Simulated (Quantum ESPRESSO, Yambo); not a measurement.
An input for Yambo 5.3.0 (BAs (F-43m)):

```
HF_and_locXC
gw0
dyson
ppa
em1d
rim_cut
RandQpts= 1000000
RandGvec= 1 RL
EXXRLvcs= 76 Ry
VXCRLvcs= 304 Ry
Chimod= "HARTREE"
% BndsRnXp
 1 | 53 |
%
NGsBlkXp= 8 Ry
% LongDrXp
 1 | 1 | 1 |
%
% GbndRnge
 1 | 53 |
%
DysSolver= "n"
ExtendOut
PPAPntXp= 27.21138 eV
% QPkrange
 1 | 1 | 8 | 11 |
 10 | 10 | 8 | 11 |
%
```

```sh
OMP_NUM_THREADS=1 mpirun -n 8 yambo -F gw3.in -J gw3 -C gw3 > gw3.log
```

The stored states that it reads are on a 6×6×6 mesh. It takes space group F-43m (No. 216, cubic). Conventional cell: a = 4.777 Å, b = 4.777 Å, c = 4.777 Å, α = 90.00°, β = 90.00°, γ = 90.00°. Nearest to B lie 4 As at 2.07 Å. As has 4 B at 2.07 Å nearest. Farther neighbours are not listed.

Question: Estimate wall time and host memory on 8 MPI ranks of Arm Neoverse V1, shared host.

It took 29 s; on shared hardware allow 14 s to 58 s. Peak host memory was 2.7 GiB.

The screening grows as filled bands × empty bands × pairs of k points, times the square of the screening basis for the matrix.

[Paths, hosts, dates, memory and timing lines, banners, echoed tables and standing remarks are left out of the program output.]

[Logs are printed without paths, hosts, clocks, repeated set-up lines and the standing remarks that a program may print on its own settings, such as how far it seeks lower states.]

[Runs of the session that timed out or met a known fault of the program may be left out.]

[Hosts, paths, dates, database ids (printed as entryN), source tags and the programs' standing remarks are cut or masked in the printed files.]
